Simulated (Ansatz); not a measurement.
BP (zincblende) under strain

Zincblende BP, relaxed with r2SCAN in the plane-wave code Ansatz. Space group F-43m (No. 216), cubic; conventional cell a = 4.537 Å, 11.67 Å³ an atom. Around B lie 4 P at 1.96 Å; around P lie 4 B at 1.96 Å.

The axes x, y and z are those of this cell:
```
CELL_PARAMETERS angstrom
0.00000 2.26832 2.26832
2.26832 0.00000 2.26832
2.26832 2.26832 0.00000
ATOMIC_POSITIONS crystal
B 0.00000 0.00000 0.00000
P 0.25000 0.25000 0.25000
```

Unstrained: With PBE the valence top lies at Γ and the conduction bottom at Γ–X (0.83 of the way from Γ), 1.238 eV higher; the smallest vertical gap, at Γ, is 3.405 eV. The r2SCAN gap is indirect, 1.410 eV (Γ to Γ–X (0.83 of the way from Γ)), below the direct gap of 3.602 eV at Γ. With HSE06 the valence top lies at Γ and the conduction bottom at Γ–X (0.83 of the way from Γ), 1.964 eV higher; the smallest vertical gap, at Γ, is 4.344 eV. Meshes: PBE 10×10×10, r2SCAN 10×10×10, HSE06 6×6×6. Strains are changes of length per length. After each strain the atoms were relaxed again with r2SCAN within the symmetry that the strain leaves, so tilts or polar shifts that break it weren't tested; points keep the names that they have in the unstrained zone. (Simulation; spin polarisation is off.)

Changes of the least gap in eV (an overlap counts as a negative gap):
```json
{"strain": "isotropic -4.0 % on every length", "volume change (%)": "-11.5", "space group": "F-43m", "PBE": "-0.191", "r2SCAN": "-0.190", "HSE06": "-0.188", "G0W0@PBE (mesh)": "-0.28", "energy rise, r2SCAN (meV/atom)": "99.2"}
{"strain": "isotropic -3.0 % on every length", "volume change (%)": "-8.7", "space group": "F-43m", "PBE": "-0.140", "r2SCAN": "-0.138", "HSE06": "-0.137", "G0W0@PBE (mesh)": "-0.21", "energy rise, r2SCAN (meV/atom)": "54.3"}
{"strain": "isotropic -2.0 % on every length", "volume change (%)": "-5.9", "space group": "F-43m", "PBE": "-0.091", "r2SCAN": "-0.089", "HSE06": "-0.089", "G0W0@PBE (mesh)": "-0.13", "energy rise, r2SCAN (meV/atom)": "23.4"}
{"strain": "isotropic -1.0 % on every length", "volume change (%)": "-3.0", "space group": "F-43m", "PBE": "-0.044", "r2SCAN": "-0.043", "HSE06": "-0.043", "G0W0@PBE (mesh)": "-0.06", "energy rise, r2SCAN (meV/atom)": "5.7"}
{"strain": "isotropic +1.0 % on every length", "volume change (%)": "+3.0", "space group": "F-43m", "PBE": "+0.041", "r2SCAN": "+0.042", "HSE06": "+0.041", "G0W0@PBE (mesh)": "+0.06", "energy rise, r2SCAN (meV/atom)": "5.4"}
{"strain": "isotropic +2.0 % on every length", "volume change (%)": "+6.1", "space group": "F-43m", "PBE": "+0.082", "r2SCAN": "+0.081", "HSE06": "+0.080", "G0W0@PBE (mesh)": "+0.12", "energy rise, r2SCAN (meV/atom)": "21.1"}
{"strain": "isotropic +3.0 % on every length", "volume change (%)": "+9.3", "space group": "F-43m", "PBE": "+0.120", "r2SCAN": "+0.118", "HSE06": "+0.117", "G0W0@PBE (mesh)": "+0.17", "energy rise, r2SCAN (meV/atom)": "46.1"}
{"strain": "isotropic +4.0 % on every length", "volume change (%)": "+12.5", "space group": "F-43m", "PBE": "+0.156", "r2SCAN": "+0.153", "HSE06": "+0.151", "G0W0@PBE (mesh)": "+0.22", "energy rise, r2SCAN (meV/atom)": "79.7"}
```
Unstrained, G0W0@PBE with 97 empty bands, a screening cutoff of 150 eV and a 6×6×6 mesh gives 1.99 eV on its mesh; the band count follows the volume. G0W0 values are finite-basis, finite-mesh values.

Isotropic -4.0 % on every length. HSE06: the gap goes from 1.964 to 1.776 eV (-0.188 eV); the edges go from Γ → Γ–X (0.83) to Γ → Γ–X (0.87). Stress change with r2SCAN, compression positive: xx +26.05, yy +26.05, zz +26.05 GPa.

Isotropic -3.0 % on every length. HSE06: the gap goes from 1.964 to 1.827 eV (-0.137 eV); the edges go from Γ → Γ–X (0.83) to Γ → Γ–X (0.85). Stress change with r2SCAN, compression positive: xx +18.35, yy +18.35, zz +18.35 GPa.

Isotropic -2.0 % on every length. HSE06: the gap goes from 1.964 to 1.875 eV (-0.089 eV); the edges go from Γ → Γ–X (0.83) to Γ → Γ–X (0.84). Stress change with r2SCAN, compression positive: xx +11.50, yy +11.50, zz +11.50 GPa.

Isotropic -1.0 % on every length. HSE06: the gap goes from 1.964 to 1.921 eV (-0.043 eV). Stress change with r2SCAN, compression positive: xx +5.41, yy +5.41, zz +5.41 GPa. For HSE06, dE_g/d ln V = 1.4 eV over this step.

Isotropic +1.0 % on every length. HSE06: the gap goes from 1.964 to 2.005 eV (+0.041 eV); the edges go from Γ → Γ–X (0.83) to Γ → Γ–X (0.82). Stress change with r2SCAN, compression positive: xx -4.78, yy -4.78, zz -4.78 GPa.

Isotropic +2.0 % on every length. HSE06: the gap goes from 1.964 to 2.044 eV (+0.080 eV); the edges go from Γ → Γ–X (0.83) to Γ → Γ–X (0.81). Stress change with r2SCAN, compression positive: xx -8.99, yy -8.99, zz -8.99 GPa.

Isotropic +3.0 % on every length. HSE06: the gap goes from 1.964 to 2.081 eV (+0.117 eV); the edges go from Γ → Γ–X (0.83) to Γ → Γ–X (0.81). Stress change with r2SCAN, compression positive: xx -12.69, yy -12.69, zz -12.69 GPa.

Isotropic +4.0 % on every length. HSE06: the gap goes from 1.964 to 2.115 eV (+0.151 eV); the edges go from Γ → Γ–X (0.83) to Γ → Γ–X (0.81). Stress change with r2SCAN, compression positive: xx -15.93, yy -15.93, zz -15.93 GPa.

Where an edge lies off the special points, it is a point of the mesh or the k point where a search put PBE's edge or least direct gap, reused for the other functionals, whose own edges may lie a little apart.

The meshes of the hybrids are coarse, so their gaps aren't converged to the digits shown.
